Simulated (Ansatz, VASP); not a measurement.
# Pb, level by level in two programs

```
Pb
1.0
    -1.95290    1.95290    1.95290
     1.95290   -1.95290    1.95290
     1.95290    1.95290   -1.95290
Pb
1
Direct
  0.00000 0.00000 0.00000
```

Change from the starting cell: volume scaled by 0.96.

Single points on this cell with VASP 6.6.1 and Ansatz 0.2.0. Each row is one pair of runs. Alike in all rows: spin: off; k mesh: 9 × 9 × 9; smearing: fermi-dirac, width 0.05 eV; VASP's potentials, cutoff: VASP PAW PBE potentials, release 64 (Pb_d), 520 eV.

```csv
level,"Ansatz's potentials, cutoff","gap on the k mesh at the Fermi level (eV), VASP","gap on the k mesh at the Fermi level (eV), Ansatz","pressure (GPa), VASP","pressure (GPa), Ansatz"
PBE,"Ansatz PAW, 420 eV",none,none,2.7,2.8
r2SCAN,"Ansatz PAW, 500 eV",none,none,1.5,1.5
PBEsol,"Ansatz PAW, 420 eV",none,none,-0.3,-0.2
```

Pressure (GPa): the two programs differ by at most 0.08.

A gap of «none» marks a metal or a gap that the smearing closes.

Caveats: the PAW data sets were made with another functional, which shifts forces and pressure a little (VASP); the PAW data sets come from PBE, with cores solved anew for the run's functional, which leaves a small shift of forces and pressure (Ansatz).
